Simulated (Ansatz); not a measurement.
**Nudged elastic band run: Si8O15, charge +2**

input.yaml

```yaml
crystal:
  lattice:
    - [0.0, 5.0462, 4.4946]
    - [4.097, 0.0, 4.4946]
    - [4.097, 5.0462, 0.0]
  atoms:
    - { symbol: Si, position: [0.20262567, 0.04519414, 0.96089822] }
    - { symbol: Si, position: [0.33633402, 0.44809481, 0.00863064] }
    - { symbol: Si, position: [0.80678666, 0.94743451, 0.04964269] }
    - { symbol: Si, position: [0.21001317, 0.01918624, 0.46496163] }
    - { symbol: O, position: [0.40317247, 0.51452123, 0.20689825] }
    - { symbol: O, position: [0.26164392, 0.14833434, 0.61439576] }
    - { symbol: O, position: [0.3527492, 0.705121, 0.52507611] }
    - { symbol: O, position: [0.44379919, 0.12384526, 0.16433091] }
    - { symbol: O, position: [0.08580715, 1.00865563, 0.29534409] }
    - { symbol: O, position: [0.23218087, 0.34529362, 0.88858448] }
    - { symbol: O, position: [0.13963642, 0.77464046, 0.98996422] }
    - { symbol: Si, position: [0.66013285, 0.57067431, 0.45747737] }
    - { symbol: Si, position: [0.79293576, 0.9540679, 0.55582681] }
    - { symbol: Si, position: [0.2944008, 0.44028958, 0.54226151] }
    - { symbol: Si, position: [0.71067153, 0.54414647, 0.95016841] }
    - { symbol: O, position: [0.90237717, 0.0175238, 0.71750665] }
    - { symbol: O, position: [0.76895059, 0.64721303, 0.12366602] }
    - { symbol: O, position: [0.86892019, 0.20875546, 0.01988816] }
    - { symbol: O, position: [0.96665835, 0.61278658, 0.64787956] }
    - { symbol: O, position: [0.61851542, 0.47809822, 0.76566807] }
    - { symbol: O, position: [0.73602008, 0.83669615, 0.38486879] }
    - { symbol: O, position: [0.62857377, 0.28789204, 0.48482671] }
    - { symbol: O, position: [0.53696852, 0.87983501, 0.85017283] }
total_charge: 2
basis:
  ecutwfc: 420.0
kpoints:
  mp_grid: { grid: [2, 2, 2] }
hamiltonian:
  xc: lda
  pseudopotentials: { kind: paw, azcp: { folder: soft_1 } }
scf:
  occupations: { method: fermi_dirac, width: 0.05 }
  lower_state_search: "off"
neb:
  images: 5
  f_tol: 0.05
  initial_path: idpp
  max_iterations: 32
  final_atoms:
    - { symbol: Si, position: [0.20518891, 0.05737128, 0.9583362] }
    - { symbol: Si, position: [0.28949971, 0.47841187, 0.03577062] }
    - { symbol: Si, position: [0.83945475, 0.9269877, 0.04316123] }
    - { symbol: Si, position: [0.16321481, 0.04968788, 0.49198751] }
    - { symbol: O, position: [0.41382547, 0.48898729, 0.20526734] }
    - { symbol: O, position: [0.26749973, 0.1524146, 0.61194835] }
    - { symbol: O, position: [0.35991591, 0.72301179, 0.5106308] }
    - { symbol: O, position: [0.05593592, 0.37372005, 0.33616781] }
    - { symbol: O, position: [0.09642849, 0.98310758, 0.29368048] }
    - { symbol: O, position: [0.23796907, 0.34929388, 0.88621828] }
    - { symbol: O, position: [0.14686531, 0.79255922, 0.97548727] }
    - { symbol: Si, position: [0.69265876, 0.55037746, 0.45098121] }
    - { symbol: Si, position: [0.78894345, 0.95351841, 0.55043623] }
    - { symbol: Si, position: [0.29688645, 0.4525231, 0.53975078] }
    - { symbol: Si, position: [0.7065836, 0.54367611, 0.94478223] }
    - { symbol: O, position: [0.88105272, 0.01956476, 0.73496194] }
    - { symbol: O, position: [0.76344682, 0.66103381, 0.11578906] }
    - { symbol: O, position: [0.87101266, 0.20971646, 0.01577182] }
    - { symbol: O, position: [0.96260254, 0.61785097, 0.65044236] }
    - { symbol: O, position: [0.59711741, 0.48014788, 0.78316941] }
    - { symbol: O, position: [0.73055211, 0.8504899, 0.3770091] }
    - { symbol: O, position: [0.6307022, 0.28896867, 0.48072848] }
    - { symbol: O, position: [0.53289318, 0.88492934, 0.85277147] }
  order_check: true
```

Command:

```bash
$ ansatz run input.yaml --threads 1 --pin off --max-ram 3072MiB --backend cpu --events-out ev --progress --plain --runs-dir out
```

Output, in part (warnings, iteration lines):

```
NEB end point (image 0): max|allowed force component| = 6.206e-3 eV/Å (the criterion of neb.relax_end_points is 1.000e-2)
NEB end point (image 6): max|allowed force component| = 2.193e-2 eV/Å (the criterion of neb.relax_end_points is 1.000e-2)
NEB iter   1: max|band force component| = 3.980e0 eV/Å  barrier→ = 2.1945 eV  barrier← = 2.1945 eV  Δτ_max = 0.0698 Å  (69 SCF iters)
NEB iter   2: max|band force component| = 2.275e0 eV/Å  barrier→ = 1.4465 eV  barrier← = 1.4465 eV  Δτ_max = 0.0964 Å  (37 SCF iters)
NEB iter   3: max|band force component| = 1.212e0 eV/Å  barrier→ = 1.0393 eV  barrier← = 1.0393 eV  Δτ_max = 0.0339 Å  (40 SCF iters)
NEB iter   4: max|band force component| = 6.882e-1 eV/Å  barrier→ = 1.0015 eV  barrier← = 1.0015 eV  Δτ_max = 0.0126 Å  (34 SCF iters)
NEB iter   5: max|band force component| = 1.613e-1 eV/Å  barrier→ = 0.9924 eV  barrier← = 0.9924 eV  CI = image 3  Δτ_max = 0.0074 Å  (30 SCF iters)
NEB iter   6: max|band force component| = 9.987e-2 eV/Å  barrier→ = 0.9895 eV  barrier← = 0.9895 eV  CI = image 3  Δτ_max = 0.0127 Å  (26 SCF iters)
NEB iter   7: max|band force component| = 9.548e-2 eV/Å  barrier→ = 0.9878 eV  barrier← = 0.9877 eV  CI = image 3  Δτ_max = 0.0034 Å  (25 SCF iters)
NEB iter   8: max|band force component| = 5.210e-2 eV/Å  barrier→ = 0.9873 eV  barrier← = 0.9873 eV  CI = image 3  Δτ_max = 0.0053 Å  (23 SCF iters)
NEB iter   9: max|band force component| = 6.623e-2 eV/Å  barrier→ = 0.9869 eV  barrier← = 0.9869 eV  CI = image 3  Δτ_max = 0.0022 Å  (23 SCF iters)
NEB iter  10: max|band force component| = 1.756e-2 eV/Å  barrier→ = 0.9868 eV  barrier← = 0.9868 eV  CI = image 3  CI's point: of a kind that is not told: the force calls were inconclusive, a negative curvature could not be distinguished from the path's own, the only one lies far off the path, or fixed occupations may fill a level only in part  Δτ_max = 0.0000 Å  (280 SCF iters)
```

The run converged. By the program's own check the climbing image is of a kind that is not told: the force calls were inconclusive, a negative curvature could not be distinguished from the path's own, the only one lies far off the path, or fixed occupations may fill a level only in part (lowest curvatures found: -3.67 and 6.49 eV/Å²). Limits of this set-up: coarse k mesh, PAW files made for another functional, no spin, though dangling bonds at a vacancy may carry it, a small cell, in which the defect meets its images, a typed lattice constant that wasn't relaxed here, charged cell in a uniform background, uncorrected.

Final band (atoms are numbered from 1 in the order of the input):

| image | path coordinate (Å) | energy (eV) | Si3–O8 (Å) | O8–Si12 (Å) |
| --- | --- | --- | --- | --- |
| 0 | 0.00 | 0.00 | 1.92 | 3.17 |
| 1 | 0.38 | 0.27 | 2.36 | 3.34 |
| 2 | 0.77 | 0.74 | 2.77 | 3.54 |
| 3 | 1.15 | 0.99 | 3.16 | 3.16 |
| 4 | 1.54 | 0.74 | 3.55 | 2.77 |
| 5 | 1.92 | 0.28 | 3.34 | 2.36 |
| 6 | 2.31 | 0.00 | 3.17 | 1.92 |

Time of the run: 14 min on 1 thread of Intel(R) Xeon(R) Processor @ 2.50GHz (Skylake/Cascade Lake), with other jobs on the host, peak memory 0.76 GiB.
